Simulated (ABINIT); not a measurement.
# BAs (F-43m): G0W0 in ABINIT against the exchange cutoff

Aim: move the exchange cutoff of a G0W0 run on BAs (F-43m) over a wide range.

Calculated with ABINIT 10.8.3; PBE and many-body steps on it, plane waves.

This is a report of a sequence of runs, with most program output left out.

**1. The structure**

Symmetry: F-43m, No. 216, cubic system. Conventional cell: a = 4.777 Å, b = 4.777 Å, c = 4.777 Å, α = 90.00°, β = 90.00°, γ = 90.00°. B has 4 As at 2.07 Å nearest. Nearest to As lie 4 B at 2.07 Å. Farther neighbours are not listed.

The cell and positions come from the Crystallography Open Database and are kept as given unless a step says otherwise.

**2. Screening, 6×6×6 mesh, 70 bands, screening to 195.9 eV**

This step: ABINIT 10.8.3; RPA screening on PBE, plane waves, norm-conserving pseudopotentials.

The RPA dielectric matrix is built and inverted for each q.

The input, run.abi:

```
acell 3*1.0 Angstrom
rprim 
  -0.000000000000 2.388500000000 2.388500000000
  2.388500000000 -0.000000000000 2.388500000000
  2.388500000000 2.388500000000 -0.000000000000
ntypat 2
znucl 5 33
natom 2
typat 1 2
xred 
  0.000000000000 0.000000000000 0.000000000000
  0.250000000000 0.250000000000 0.250000000000
pp_dirpath "pseudos"
pseudos "B.upf, As.upf"
ecut 38
ngkpt 6 6 6
nshiftk 1
shiftk 0 0 0
kptopt 1
chksymbreak 0
istwfk *1
occopt 1
irdwfk 1
optdriver 3
nband 70
ecuteps 7.2
inclvkb 2
awtr 1
symchi 1
indata_prefix "in"
outdata_prefix "out"
tmpdata_prefix "tmp"
```

Run with:

```sh
$ OMP_NUM_THREADS=1 mpirun -n 4 abinit run.abi > log
```

The job ended after 52 s (4 MPI ranks of Arm Neoverse V1, shared host; peak memory 0.74 GiB).

This step gave:

```
ε∞ with local fields, on this mesh, along the program's q direction : 10.46
the same without local fields                                       : 11.47
plasma frequency                                                    : 30.18 eV
plane waves in the screening matrix                                 : 169
```

Local fields lower ε∞ by 9 %.

**3. 3.8 Ha**

This step: G0W0 on PBE, plane waves, norm-conserving pseudopotentials.

run.abi: that of step 2 with these lines changed.

```diff
@@ -23,8 +23,17 @@
 irdwfk 1
-optdriver 3
+optdriver 4
 nband 70
+gwcalctyp 0
+ecutsigx 3.8
+symsigma 1
+nkptgw 2
+kptgw 
+  0.0000000000 0.0000000000 0.0000000000
+  0.3333333333 0.3333333333 0.0000000000
+bdgw 
+  7 12
+  8 11
 ecuteps 7.2
-inclvkb 2
-awtr 1
-symchi 1
+irdscr 1
+ppmodel 1
 indata_prefix "in"
```

Wall time 4.3 s (4 MPI ranks); peak memory 0.58 GiB.

This step gave:

| Quantity | Value |
| --- | --- |
| G0W0 gap on the points computed | 2.011 eV |
| starting gap on the mesh | 1.294 eV |
| k of the valence top | 0, 0, 0 |
| k of the conduction bottom | 0.3333, 0.3333, 0 |
| Z at the valence top | 0.807 |
| Z at the conduction bottom | 0.816 |
| least direct G0W0 gap on the computed points | 4.044 eV |

**4. 7.6 Ha**

run.abi: that of step 3 with these lines changed.

```diff
@@ -26,3 +26,3 @@
 gwcalctyp 0
-ecutsigx 3.8
+ecutsigx 7.6
 symsigma 1
```

Run time: 10 s. Hardware: 4 MPI ranks; peak memory 0.72 GiB.

Numbers from this step:

```yaml
g0w0_gap_on_the_points_computed: 2.124 eV
starting_gap_on_the_mesh: 1.294 eV
k_of_the_valence_top: 0, 0, 0
k_of_the_conduction_bottom: 0.3333, 0.3333, 0
z_at_the_valence_top: 0.805
z_at_the_conduction_bottom: 0.815
least_direct_g0w0_gap_on_the_computed_points: 4.094 eV
```

**5. 15.2 Ha**

The self-energy is evaluated for the states that the input lists, and the levels follow from it, in one-shot runs by the linearised quasiparticle equation.

run.abi: that of step 4 with these lines changed.

```diff
@@ -26,3 +26,3 @@
 gwcalctyp 0
-ecutsigx 7.6
+ecutsigx 15.2
 symsigma 1
```

The job ended after 10 s (4 MPI ranks; peak memory 0.72 GiB; 41 s of CPU time).

Numbers from this step:

```yaml
g0w0_gap_on_the_points_computed: 2.142 eV
starting_gap_on_the_mesh: 1.294 eV
k_of_the_valence_top: 0, 0, 0
k_of_the_conduction_bottom: 0.3333, 0.3333, 0
least_direct_g0w0_gap_on_the_computed_points: 4.086 eV
```

The gap on the mesh goes from 1.29 eV to 2.14 eV, a correction of +0.85 eV.

**6. 26.6 Ha**

run.abi: that of step 5 with these lines changed.

```diff
@@ -26,3 +26,3 @@
 gwcalctyp 0
-ecutsigx 15.2
+ecutsigx 26.6
 symsigma 1
```

Elapsed: 10 s, on 4 MPI ranks; peak memory 0.72 GiB; 41 s of CPU time.

This step gave:

- G0W0 gap on the points computed: 2.143 eV
- starting gap on the mesh: 1.294 eV
- k of the valence top: 0, 0, 0
- k of the conduction bottom: 0.3333, 0.3333, 0
- least direct G0W0 gap on the computed points: 4.084 eV

Against the run before, the gap moves by +0.001 eV.

**7. 38 Ha**

run.abi: that of step 6 with these lines changed.

```diff
@@ -26,3 +26,3 @@
 gwcalctyp 0
-ecutsigx 26.6
+ecutsigx 38
 symsigma 1
```

It took 10 s on 4 MPI ranks; peak memory 0.73 GiB; 41 s of CPU time.

Numbers from this step:

| Property | Result |
| --- | --- |
| G0W0 gap on the points computed | 2.139 eV |
| starting gap on the mesh | 1.294 eV |
| k of the valence top | 0, 0, 0 |
| k of the conduction bottom | 0.3333, 0.3333, 0 |
| least direct G0W0 gap on the computed points | 4.085 eV |

Against the run before, the gap moves by −0.004 eV.

**8. Side by side**

Times are wall times on 4 MPI ranks of Arm Neoverse V1, shared host, good to a factor of about two. A run's time includes the screening step that it read.

```
    run   mesh  bands  screening cutoff (eV)  DFT gap (eV)  gap on the mesh (eV)  direct (eV)  ε∞ used  time
 3.8 Ha  6×6×6     70                  195.9         1.294                 2.011        4.044    10.46  56 s
 7.6 Ha  6×6×6     70                  195.9         1.294                 2.124        4.094    10.46  62 s
15.2 Ha  6×6×6     70                  195.9         1.294                 2.142        4.086    10.46  62 s
26.6 Ha  6×6×6     70                  195.9         1.294                 2.143        4.084    10.46  63 s
  38 Ha  6×6×6     70                  195.9         1.294                 2.139        4.085    10.46  63 s
```

**9. Results**

| Item | Value |
| --- | --- |
| 3.8 Ha | 2.011 eV |
| 7.6 Ha | 2.124 eV |
| 15.2 Ha | 2.142 eV |
| 26.6 Ha | 2.143 eV |
| 38 Ha | 2.139 eV |
| known limits | not at the basis limit; exchange with frozen shells missing; no spin-orbit coupling |

The setting moved: exchange cutoff. From 3.8 Ha to 38 Ha the gap moves by +0.13 eV. It holds to 0.03 eV from 7.6 Ha on. Bands and screening cutoff are coupled, so a series along one setting does not show full convergence. Below the screening cutoff the correlation part is cut too. Bands and cutoff are finite, so the gap is not at the basis limit. The miss can reach some tenths of an eV and take either sign; the mesh is an error of its own. In the G0W0 runs levels were corrected at 2 k points alone, so a gap called «on the mesh» is the least over those, and an edge elsewhere would be missed. The norm-conserving file of at least one element keeps a d shell over frozen s and p shells of the same row. Exchange with those shells is missing from the self-energy, an error of 0.3 to 0.9 eV in cases checked, whose sign depends on which edge lies on those atoms. The many-body steps are scalar-relativistic: spin-orbit coupling is not in them.

[Paths, hosts, dates, memory and timing lines, banners, echoed tables and standing remarks are left out of the program output.]

[Logs are printed without paths, hosts, clocks, repeated set-up lines and the standing remarks that a program may print on its own settings, such as how far it seeks lower states.]

[Runs of the session that timed out or met a known fault of the program may be left out.]

[Hosts, paths, dates, database ids (printed as entryN), source tags and the programs' standing remarks are cut or masked in the printed files.]

[G0W0 gaps are taken among the corrected bands and points alone; a level outside them can change the order at an edge.]

[Where Ansatz stands beside ABINIT at settings called matched, ABINIT's density can come from a denser mesh and the files from another edition; pairs whose starting gaps differed by over 0.03 eV were left out, so agreement reads better than it is.]
